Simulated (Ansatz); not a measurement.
# F: the cost of one run

Program: Ansatz 0.2.0. Level of theory: DFT PBEsol, scalar-relativistic, plane waves, PAW. These are calculated values, not measurements.

71 further runs of the same task are left out: 71 set aside as unsound or not needed.

## 1. The system as given

It takes space group C2/m (No. 12, monoclinic). Conventional cell: a = 6.219 Å, b = 3.564 Å, c = 7.507 Å, α = 90.00°, β = 112.50°, γ = 90.00°. F (site symmetry m) has 1 F at 1.40 Å as nearest neighbours.

Structure file:

```cif
data_structure
_symmetry_space_group_name_H-M 'C2/m'
_symmetry_Int_Tables_number 12
_cell_length_a 6.2194
_cell_length_b 3.5639
_cell_length_c 7.5074
_cell_angle_alpha 90.000
_cell_angle_beta 112.502
_cell_angle_gamma 90.000
_cell_volume 153.73
loop_
_atom_site_label
_atom_site_type_symbol
_atom_site_symmetry_multiplicity
_atom_site_Wyckoff_symbol
_atom_site_fract_x
_atom_site_fract_y
_atom_site_fract_z
_atom_site_occupancy
F1 F 4 i 0.58485 0.50000 0.09400 1
F2 F 4 i 0.00157 0.50000 0.59372 1
```

It is the result of an earlier relaxation at this level (volume 19.22 Å³/atom; gap on the mesh: 3.09 eV).

## 2. What is varied

Atoms count from 1 in the order of the input.

The energy is mapped over a free internal coordinate and the cell.

First coordinate, shift of F1 along [0 0 1], its symmetry partners moved as symmetry demands (measured in the relaxed cell): 11 values from −0.15 Å. Second coordinate, volume per atom at fixed shape: 11 values from 16.53 to 21.91 Å³.

Nothing else is relaxed (all other coordinates fixed). Energies count from the relaxed crystal. Points are written as (first, second).

## 3. The run at (0.03 Å, 16.53 Å³)

input.yaml

```yaml
crystal:
  lattice:
    - [2.9484629692, -1.6945827202, -0.2274109001]
    - [2.9484629692, 1.6945827202, -0.2274109001]
    - [-2.2170189184, 0.0, 6.7863396219]
  atoms:
    - { symbol: F, position: [0.0848459664, 0.0848459664, 0.0979998919] }
    - { symbol: F, position: [0.9151540336, 0.9151540336, 0.9020001081] }
    - { symbol: F, position: [0.5015719855, 0.5015719855, 0.5937195244] }
    - { symbol: F, position: [0.4984280145, 0.4984280145, 0.4062804756] }
basis:
  ecutwfc: 520.0
kpoints:
  mp_grid: { grid: [4, 4, 2] }
hamiltonian:
  xc: pbesol
scf:
  occupations: { method: gaussian, width: 0.05 }
output:
  forces: true
  stress: true
  eigenvalues: true
```

The run is started by

```sh
ansatz run input.yaml --threads 1 --pin off --max-ram 2048MiB --backend cpu --events-out ev --progress --plain --runs-dir out
```

What time and memory should one allow on 1 thread of Intel Xeon at 2.80GHz (Skylake/Cascade Lake), shared host?

About 1 s, with a peak of 0.36 GiB.
